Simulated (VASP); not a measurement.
**InP: single point with PBE**

InP, a wire with vacuum:

```
In P
1.0
    11.10000    0.00000    0.00000
     0.00000    9.30000    0.00000
     0.00000    0.00000    2.46207
In P
1 1
Direct
  0.40584 0.50000 0.00000
  0.59416 0.50000 0.50000
```

| Item | Value |
| --- | --- |
| Program | VASP 6.6.1 |
| Task | single point |
| Functional | PBE |
| Potentials or basis | VASP PAW PBE potentials, release 64 (In_d, P) |
| Cutoff | 520 eV |
| k mesh | 1 × 1 × 26 |
| Occupations | gaussian, width 0.05 eV |
| Spin | collinear spin, typed start |
| Starting moments | [0.5, 0.5] μB |

```
Largest force                                         : 2.986 eV/Å
Band gap on the k mesh                                : none (metal or under the smearing width)
Net moment                                            : 0.07 μB per cell
Valence electrons inside the program's atomic spheres : In 11.74; P 2.46
```

Forces in eV/Å, atoms in the order of the input:
```
In  -2.986  0.000  0.000
P    2.986  0.000  0.000
```

Levels at points of the mesh, in eV from the Fermi level:
Spin up:
| k point | band 6 | band 7 | band 8 | band 9 | band 10 | band 11 | band 12 | band 13 |
| --- | --- | --- | --- | --- | --- | --- | --- | --- |
| (0.00, 0.00, 0.00) | -12.93 | -7.31 | -3.61 | -2.94 | -0.04 | 2.79 | 3.12 | 3.84 |
| (0.00, 0.00, 0.50) | -7.73 | -6.16 | -2.38 | 0.57 | 0.64 | 2.69 | 3.73 | 4.47 |
Spin down:
```csv
k point,band 5,band 6,band 7,band 8,band 9,band 10,band 11,band 12,band 13,band 14
"(0.00, 0.00, 0.00)",-15.00,-12.92,-7.28,-3.58,-2.92,0.04,2.84,3.15,3.87,4.52
"(0.00, 0.00, 0.50)",-14.61,-7.72,-6.16,-2.35,0.61,0.66,2.71,3.78,4.48,7.13
```

It took 93 s on 1 thread of Intel(R) Xeon(R) 6975P-C (Granite Rapids), on a shared host, peak memory 0.43 GiB.
